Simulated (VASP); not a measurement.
# BN (Fmm2) in VASP: a series of runs

Aim: see how the results for BN move with the level of theory and the settings. Levels: PBE, PBE+D3(BJ). Tasks: relaxation of cell and atoms.

All numbers are computed with VASP 6.6.1; they aren't measurements. Logs are shortened: lines on timing, memory, paths and dates and some standing lists are left out, and cuts for length are marked.

**1. Starting point**

It takes space group Fmm2 (No. 42, orthorhombic). Conventional cell: a = 2.503 Å, b = 6.991 Å, c = 4.332 Å, α = 90.00°, β = 90.00°, γ = 90.00°. Around B (site symmetry mm2) lie 3 N at 1.44 Å. N (site symmetry mm2) is surrounded by 3 B at 1.44 Å.

Measurements of this composition are mostly on another form, of space group No. 194.

**2. Relaxation of cell and atoms, PBE**

INCAR

```
SYSTEM = BN
ALGO = Fast
EDIFF = 1E-7
EDIFFG = -0.005
ENCUT = 600
GGA = PE
IBRION = 2
ISIF = 3
ISMEAR = 0
LASPH = .True.
LCHARG = .False.
LREAL = .False.
LWAVE = .False.
NELM = 100
NSW = 90
PREC = Accurate
SIGMA = 0.02
```

KPOINTS

```
k-points
0
Gamma
  12 12 12
  0 0 0
```

POSCAR

```
BN
1.0
    0.0000000000      3.4953158300      2.1660912400
    1.2516321000      0.0000000000      2.1660912400
    1.2516321000      3.4953158300      0.0000000000
B N
1 1
Direct
    0.0000486500      0.0000486500      0.9999513500
    0.6666513400      0.6666513400      0.3333486600
```

Potentials or basis: VASP PAW PBE potentials, release 64 (B, N).

Command:

```sh
> cat potpaw_PBE.64/B/POTCAR potpaw_PBE.64/N/POTCAR > POTCAR
> mpirun -np 1 vasp_std > vasp.out
```

OUTCAR:

```text
SYSTEM = BN
   EDIFF = 1E-7
   EDIFFG = -0.005
   ENCUT = 600
   GGA = PE
   IBRION = 2
   ISIF = 3
   ISMEAR = 0
   LASPH = .True.
   LREAL = .False.
   NELM = 100
   NSW = 90
   PREC = Accurate

 ion  position               nearest neighbor table
   1  0.000  0.000  1.000-   2 1.44   2 1.44   2 1.44
   2  0.667  0.667  0.333-   1 1.44   1 1.44   1 1.44

  LATTYP: Found a face centered orthorhombic cell.
 ALAT       =     2.5032642000
 B/A-ratio  =     1.7306133647
 C/A-ratio  =     2.7926064137

  Lattice vectors:

 A1 = (   0.0000000000,   3.4953158300,   2.1660912400)
 A2 = (  -1.2516321000,   3.4953158300,   0.0000000000)
 A3 = (  -1.2516321000,   0.0000000000,   2.1660912400)

Analysis of symmetry for initial positions (statically):
=====================================================================
 Subroutine PRICEL returns:
 Original cell was already a primitive cell.

 Routine SETGRP: Setting up the symmetry group for a
 face centered orthorhombic supercell.

 Subroutine GETGRP returns: Found  4 space group operations
 (whereof  4 operations were pure point group operations)
 out of a pool of  8 trial point group operations.

The static configuration has the point symmetry C_2v.

Analysis of symmetry for dynamics (positions and initial velocities):
=====================================================================
 Subroutine PRICEL returns:
 Original cell was already a primitive cell.

 Routine SETGRP: Setting up the symmetry group for a
 face centered orthorhombic supercell.

 Subroutine GETGRP returns: Found  4 space group operations
 (whereof  4 operations were pure point group operations)
 out of a pool of  8 trial point group operations.

The dynamic configuration has the point symmetry C_2v.

 Subroutine INISYM returns: Found  4 space group operations
 (whereof  4 operations are pure point group operations),
 and found     1 'primitive' translations

----------------------------------------------------------------------------------------

                                     Primitive cell

  volume of cell :      18.9526

  direct lattice vectors                    reciprocal lattice vectors
     0.000000000  3.495315830  2.166091240    -0.399478409  0.143048590  0.230830535
     1.251632100  0.000000000  2.166091240     0.399478409 -0.143048590  0.230830535
     1.251632100  3.495315830  0.000000000     0.399478409  0.143048590 -0.230830535

  length of vectors
     4.112077822  2.501706252  3.712656147     0.483041027  0.483041027  0.483041027

  position of ions in fractional coordinates (direct lattice)
     0.000048650  0.000048650  0.999951350
     0.666651340  0.666651340  0.333348660

  ion indices of the primitive-cell ions
   primitive index   ion index
                 1           1
                 2           2

----------------------------------------------------------------------------------------

 KPOINTS: k-points

Automatic generation of k-mesh.
 Grid dimensions read from file:
 generate k-points for:   12   12   12

 Generating k-lattice:

  Cartesian coordinates                     Fractional coordinates (reciprocal lattice)
    -0.033289867  0.011920716  0.019235878     0.083333333  0.000000000  0.000000000
     0.033289867 -0.011920716  0.019235878     0.000000000  0.083333333  0.000000000
     0.033289867  0.011920716 -0.019235878     0.000000000  0.000000000  0.083333333

  Length of vectors
     0.040253419  0.040253419  0.040253419

  Shift w.r.t. Gamma in fractional coordinates (k-lattice)
     0.000000000  0.000000000  0.000000000

 Subroutine IBZKPT returns following result:
 ===========================================

 Found    280 irreducible k-points:

 Following reciprocal coordinates:
            Coordinates               Weight
  0.000000  0.000000  0.000000      1.000000
  0.083333  0.000000 -0.000000      8.000000
  0.166667  0.000000 -0.000000      8.000000
  0.250000  0.000000  0.000000      8.000000
  0.333333  0.000000  0.000000      8.000000
  0.416667  0.000000 -0.000000      8.000000
[... 16 lines left out ...]
  0.500000  0.166667  0.000000      8.000000
 -0.416667  0.166667  0.000000      8.000000
 [... further k-points ...]
   k-points           NKPTS =    280   k-points in BZ     NKDIM =    280   number of bands    NBANDS=      8
   number of dos      NEDOS =    301   number of ions     NIONS =      2
   total plane-waves  NPLWV =  21600
   dimension x,y,z NGX =    36 NGY =   20 NGZ =   30
   dimension x,y,z NGXF=    72 NGYF=   40 NGZF=   60
   ions per type =               1   1
   NGX,Y,Z   is equivalent  to a cutoff of  14.55, 13.29, 13.43 a.u.
   NGXF,Y,Z  is equivalent  to a cutoff of  29.11, 26.58, 26.87 a.u.
 SYSTEM =  BN
   PREC   = accura    normal or accurate (medium, high low for compatibility)
   ISTART =      0    job   : 0-new  1-cont  2-samecut
   ICHARG =      2    charge: 1-file 2-atom 10-const
   ISPIN  =      1    spin polarized calculation?
   LNONCOLLINEAR =      F non collinear calculations
   LSORBIT =      F    spin-orbit coupling
   LASPH  =      T    aspherical Exc in radial PAW
   ENCUT  =  600.0 eV  44.10 Ry    6.64 a.u.   8.21  5.00  7.42*2*pi/ulx,y,z
   NELM   =    100;   NELMIN=  2; NELMDL= -5     # of ELM steps
   EDIFF  = 0.1E-06   stopping-criterion for ELM
   LREAL  =      F    real-space projection
   EDIFFG = -.5E-02   stopping-criterion for IOM
   NSW    =     90    number of steps for IOM
   IBRION =      2    ionic relax: 0-MD 1-quasi-New 2-CG
   NFREE  =      1    steps in history (QN), initial steepest desc. (CG)
   ISIF   =      3    stress and relaxation
   ISYM   =      2    0-nonsym 1-usesym 2-fastsym
   POTIM  = 0.5000    time-step for ionic-motion
   TEBEG  =    0.0;   TEEND  =   0.0 temperature during run
   PSTRESS=    0.0 pullay stress
   NELECT =       8.0000    total number of electrons
   NUPDOWN=      -1.0000    fix difference up-down
   EMIN   =  10.00;   EMAX   =-10.00  energy-range for DOS
   EFERMI =   0.00;   METHOD = LEGACY
   ISMEAR =     0;   SIGMA  =   0.02  broadening in eV -4-tet -1-fermi 0-gaus
   EFERMI_NEDOS =   21; number of points for ismear=-14 and -15
   IALGO  =     68    algorithm
   IMIX   =      4    mixing-type and parameters
     AMIX     =   0.40;   BMIX     =  1.00
     AMIX_MAG =   1.60;   BMIX_MAG =  1.00
  volume/ion in A,a.u.               =       9.48        63.95
  Fermi-wavevector in a.u.,A,eV,Ry     =   1.228047  2.320672 20.518928  1.508099
  Thomas-Fermi vector in A             =   2.362987
   LORBIT       =      0    0 simple, 1 ext, 2 COOP (PROOUT), +10 PAW based schemes
   GGA     = PE    functional components
   LHFCALC =     F    Hartree Fock is set to
   AEXX    =    0.0000 exact exchange contribution
   IVDW    =     0    specifies the selected vdW correction
   LEPSILON=     F    determine dielectric tensor
   LRPA    =     F    only Hartree local field effects (RPA)
 conjugate gradient relaxation of ions
 non-spin polarized calculation
 RMM-DIIS sequential band-by-band and
 Gauss-broadening in eV      SIGMA  =   0.02
  energy-cutoff  :      600.00
  volume of cell :       18.95
 maximum number of plane-waves:       650
 NGX is ok and might be reduce to    36
   NGX = 17   NGY =  9   NGZ = 15

--------------------------------------- Ionic step        1  -------------------------------------------

 number of electron       8.0000000 magnetization

 Free energy of the ion-electron system (eV)
  ---------------------------------------------------
  ext. energy  EPLUGINS =         0.00000000
  ---------------------------------------------------
  free energy    TOTEN  =       -17.59006485 eV

  energy without entropy =      -17.59006485  energy(sigma->0) =      -17.59006485

------------------------ aborting loop because EDIFF is reached ----------------------------------------

  FORCE on cell =-STRESS in cart. coord.  units (eV):
  Direction    XX          YY          ZZ          XY          YZ          ZX
  --------------------------------------------------------------------------------------
  -------------------------------------------------------------------------------------
  Total        0.4639754      0.1745928      0.4693542      0.0000000      0.0000000      0.0000000
  in kB       39.2225371     14.7593424     39.6772352      0.0000000      0.0000000      0.0000000
  external PRESSURE =      31.2197049 kB  Pullay stress =       0.0000000 kB
[... 89 lines left out ...]
  FREE ENERGIE OF THE ION-ELECTRON SYSTEM (eV)
  ---------------------------------------------------
  free  energy   TOTEN  =       -17.5921084285 eV

  energy  without entropy=      -17.5921084285  energy(sigma->0) =      -17.59210843

 E-fermi :   1.9730     XC(G=0):  -9.6031

 val. band max:        1.7935650465   @ k =   0.5000  -0.3333   0.1667
 cond. band min:       5.6745186822   @ k =   0.0000   0.5000   0.5000
 fundamental gap:      3.8809536357
 Fermi energy:         1.9729771456

 k-point     1 :       0.0000    0.0000    0.0000
  band No.  band energies     occupation
      1     -15.9826      2.00000
      2      -2.6891      2.00000
      3       0.3532      2.00000
      4       0.3829      2.00000
      5       6.5862      0.00000
      6      13.2353      0.00000
      7      13.2355      0.00000
      8      14.5886      0.00000
[... 243 lines left out ...]
 k-point    24 :      -0.4167    0.1667    0.0000
  band No.  band energies     occupation
      1     -12.6035      2.00000
      2      -6.8187      2.00000
      3      -3.7537      2.00000
      4       1.1618      2.00000
      5       6.5071      0.00000
      6      13.1965      0.00000
      7      15.0946      0.00000
      8      16.7179      0.00000

 [... further k-points ...]

[... ionic steps 4 to 17 ...]

--------------------------------------- Ionic step       18  -------------------------------------------

 number of electron       8.0000000 magnetization

------------------------ aborting loop because EDIFF is reached ----------------------------------------

  FORCE on cell =-STRESS in cart. coord.  units (eV):
  Direction    XX          YY          ZZ          XY          YZ          ZX
  --------------------------------------------------------------------------------------
  -------------------------------------------------------------------------------------
  Total        0.0134557      0.0007117     -0.0000560      0.0000000      0.0000000      0.0000000
  in kB        0.9990084      0.0528395     -0.0041602      0.0000000      0.0000000      0.0000000
  external PRESSURE =       0.3492292 kB  Pullay stress =       0.0000000 kB
[... 57 lines left out ...]
  energy  without entropy=      -17.6016034091  energy(sigma->0) =      -17.60160341

--------------------------------------- Ionic step       20  -------------------------------------------

 number of electron       8.0000000 magnetization

 Free energy of the ion-electron system (eV)
  ---------------------------------------------------
  ext. energy  EPLUGINS =         0.00000000
  ---------------------------------------------------
  free energy    TOTEN  =       -17.60160436 eV

  energy without entropy =      -17.60160436  energy(sigma->0) =      -17.60160436

 E-fermi :   1.1537     XC(G=0):  -8.9252

 val. band max:        1.0132846630   @ k =   0.5000  -0.3333   0.1667
 cond. band min:       5.2432130779   @ k =   0.0000   0.5000   0.5000
 fundamental gap:      4.2299284149
 Fermi energy:         1.1536903483

 k-point     1 :       0.0000    0.0000    0.0000
  band No.  band energies     occupation
      1     -16.6807      2.00000
      2      -3.7972      2.00000
      3      -0.3827      2.00000
      4      -0.3823      2.00000
      5       5.4839      0.00000
      6      12.4726      0.00000
      7      12.4961      0.00000
      8      13.5439      0.00000
[... 282 lines left out ...]
  FREE ENERGIE OF THE ION-ELECTRON SYSTEM (eV)
  ---------------------------------------------------
  free  energy   TOTEN  =       -17.6016043557 eV

  energy  without entropy=      -17.6016043557  energy(sigma->0) =      -17.60160436

 reached required accuracy - stopping structural energy minimisation
```

Run time: 4.1 min. Hardware: 1 thread of Intel Xeon 6975P-C (Granite Rapids), shared host; peak memory 0.21 GiB.

Results:

| Quantity | Value |
| --- | --- |
| Free energy | -17.6016 eV |
| Relaxed volume | 10.79 Å³/atom |
| Relaxed cell | a = 4.508 Å, b = 2.512 Å, c = 4.144 Å, α = 81.28°, β = 33.42°, γ = 65.30° |
| Space group after relaxing (to 0.05 Å) | Fmm2 (No. 42) |
| Energy gained by relaxing | 5.8 meV/atom |
| Ionic steps | 20 |
| Pressure after relaxing | 0.0 GPa |
| Band gap on the k mesh | 4.23 eV, indirect (least direct gap 4.57 eV) |

Step by step:
```tsv
step	energy change (eV)	largest force (eV/Å)	pressure (GPa)	volume (Å³)
1	0.0000	0.0097	3.12	18.95
2	0.0040	0.0285	-4.31	19.46
3	-0.0020	0.0054	0.29	19.14
4	-0.0027	0.0119	0.27	19.21
5	-0.0044	0.0638	0.22	19.44
6	-0.0069	0.1688	0.13	19.89
7	-0.0085	0.3827	0.03	20.78
8	-0.0086	0.3723	0.02	20.80
9	-0.0091	0.3409	0.01	20.86
10	-0.0098	0.2784	0.01	20.96
11	-0.0109	0.1544	-0.01	21.18
12	-0.0114	0.0898	-0.02	21.61
13	-0.0115	0.0329	-0.02	21.51
14	-0.0115	0.0294	-0.02	21.52
15	-0.0115	0.0191	0.00	21.54
16	-0.0115	0.0015	0.04	21.60
17	-0.0115	0.0065	0.04	21.58
18	-0.0115	0.0051	0.03	21.58
19	-0.0115	0.0056	0.03	21.58
20	-0.0115	0.0015	0.02	21.58
```

Final structure:
```cif
data_structure
_symmetry_space_group_name_H-M 'P 1'
_symmetry_Int_Tables_number 1
_cell_length_a 4.5082
_cell_length_b 2.5120
_cell_length_c 4.1436
_cell_angle_alpha 81.281
_cell_angle_beta 33.419
_cell_angle_gamma 65.300
_cell_volume 21.58
loop_
_atom_site_label
_atom_site_type_symbol
_atom_site_fract_x
_atom_site_fract_y
_atom_site_fract_z
_atom_site_occupancy
B1 B 0.00003 0.00003 0.99997 1
N1 N 0.66667 0.66667 0.33333 1
```

Levels at points of the mesh, in eV from the valence-band top:
```csv
k point,band 2,band 3,band 4,band 5,band 6,band 7
"(0.00, 0.00, 0.00)",-4.81,-1.40,-1.40,4.47,11.46,11.48
"(0.50, 0.00, 0.00)",-8.90,-4.17,-0.95,4.70,9.67,12.82
"(0.50, 0.50, 0.00)",-8.93,-4.16,-0.73,5.31,9.36,11.99
"(0.50, 0.00, 0.50)",-5.65,-1.40,-1.39,8.26,10.65,11.45
"(0.00, 0.50, 0.50)",-8.87,-4.17,-1.16,4.23,9.83,13.76
```

(Part 1 of 2 ends here.)
